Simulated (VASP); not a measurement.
Write the native input for VASP 6.6.1 that does the following.

- Task: single point
- Functional: PBE
- Dispersion: D3(BJ)
- Potentials or basis: VASP PAW PBE potentials, release 64 (Se)
- Cutoff: 520 eV
- k mesh: 16 × 16 × 16
- Occupations: gaussian, width 0.15 eV
- Spin: no spin polarisation
- Dipole correction: no
- Further INCAR settings: ALGO = Normal; EDIFF = 1e-06; NBANDS = 9

The structure of Se lies in POSCAR:

```
Se
1.0
    2.9510911710      0.0000000000      0.0000000000
    0.0000000000      2.9510911710      0.0000000000
    0.0000000000      0.0000000000      2.6700348690
Se
1
Direct
    0.0000000000      0.0000000000      0.0000000000
```

This isn't the form of Se at room conditions, which is trigonal, of chains.

The cell isn't the ideal one: strain +0.050 along x and y, -0.050 along z, atoms carried along.

The input as run:

INCAR

```
SYSTEM = Se
ALGO     = Normal         ! electronic algorithm
EDIFF    = 1E-6           ! SCF threshold, eV
ENCUT    = 520            ! plane-wave cutoff, eV
GGA      = PE             ! functional
ISIF     = 2              ! what is computed and relaxed
ISMEAR   = 0              ! smearing method
IVDW     = 12             ! dispersion correction
LASPH    = .TRUE.         ! aspherical terms in the spheres
LCHARG   = .TRUE.         ! write CHGCAR
LELF     = .TRUE.         ! ELF
LREAL    = .FALSE.        ! projectors in reciprocal space
LVHAR    = .TRUE.       
LWAVE    = .FALSE.        ! write WAVECAR
NBANDS   = 9              ! bands
NELM     = 100            ! most SCF steps
PREC     = Accurate       ! precision mode
SIGMA    = 0.15           ! smearing width, eV
```

KPOINTS

```
k-points
0
G
  16 16 16
  0 0 0
```

Potentials or basis: VASP PAW PBE potentials, release 64 (Se).

The run is started by

```sh
$ cat potpaw_PBE.64/Se/POTCAR > POTCAR
$ mpirun -np 1 vasp_std > vasp.out
```

Results of the run:

```
Pressure                   : -3.2 GPa
Band gap on the k mesh     : none (metal or under the smearing width)
Dispersion energy per atom : -0.376 eV
```

Caveat: pairwise dispersion overbinds metals, which lowers pressure and volume.

Wall time 15 s on 1 thread of Intel(R) Xeon(R) 6975P-C (Granite Rapids) (shared host), peak memory 0.2 GiB.
